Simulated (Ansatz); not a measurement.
**TiAl: how the free axis answers a strain**

TiAl, P4/mmm, a = 2.795 Å, c = 4.041 Å. The structure is a Materials Project entry; whether it is the stable form wasn't checked. Ansatz: PBEsol, PAW, 420 eV, Γ-centred 18×18×14 mesh on 2 atoms, Gaussian smearing 0.10 eV; no spin polarisation. Series: biaxial strain in the a-b plane, c and atoms relaxed; x is the strain in per cent. y is the change of c in per cent of 4.041 Å.

| x (%) | y (%) |
| --- | --- |
| -4.5 | ? |
| -3.0 | 3.07 |
| -1.5 | 1.52 |
| 0.0 | 0.00 |
| 1.5 | -1.66 |
| 3.0 | -3.56 |
| 4.5 | -5.34 |

Question: Fit y = c1 x + c2 x² to the other rows, say what c1 measures, and predict the missing y.

Answer: Least squares on the rows shown. y = −1.089 x − 0.02339 x². With no stress along c, c1 = −2C13/C33 = -1.089. At x = -4.5 the fit asked for gives 4.43 %. The run gave 4.67 %, so the fit is 0.24 % too low, 2.4 % of the span of the series, against an rms of 0.05 % on the fitted rows. The row lies outside the fitted range. With a term in x³ added, a fit to the same known rows predicts 4.36 %, further off still.